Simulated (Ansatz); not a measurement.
The elements of this relaxed trial crystal are hidden behind letters.

```
lattice vectors (Å)
   7.9181    0.0000    0.0000
  -3.9591    6.8573    0.0000
   0.0000    0.0000    2.8379
fractional positions
X 0.2114 0.4228 0.2500
X 0.2114 0.7886 0.2500
X 0.5772 0.7886 0.2500
X 0.7886 0.5772 0.7500
X 0.7886 0.2114 0.7500
X 0.4228 0.2114 0.7500
Z 0.3333 0.6667 0.7500
Z 0.6667 0.3333 0.2500
```

These are results of DFT PBE, scalar-relativistic, plane waves, PAW (Ansatz 0.2.0), not measurements. Cutoff 420 eV, Γ-centred 6×6×14 mesh (8-atom cell), Gaussian smearing of 0.10 eV, no spin polarisation.

| Item | Value |
| --- | --- |
| Space group | P6_3/mmc (No. 194) |
| Conventional cell | a = 7.918 Å, c = 2.838 Å |
| Volume per atom | 19.26 Å³ |
| Density | 1.92 g/cm³ |
| Formation energy | −0.87 eV/atom |
| Gap on the 6×6×14 mesh of the 8-atom cell | 0 eV (a metal) |

Energies are uncorrected and count from the elements' standard states at the same level.

Problem. X is an s-block element of period 3 and Z is a p-block element of period 2. Which elements are they?

Solution. X = Mg, Z = O, so the formula is Mg3O. Density times volume gives a mean mass of 1.92 × 19.26/1.6605 = 22.3 u per atom, and this set has 22.2 u. Among the elements that the hints allow, noble gases aside, only these give it. Mg is surrounded by 2 O at 2.19 Å, 4 Mg at 2.84–2.90 Å and 4 Mg at 3.23 Å; O has 6 Mg at 2.19 Å and 2 O at 2.84 Å.

Symmetry constrained the relaxation, so the result can be a saddle point. Another cell of Mg3O relaxed alike, in Cmmm, lies 147 meV/atom lower, so this cell isn't the stable form at this level.
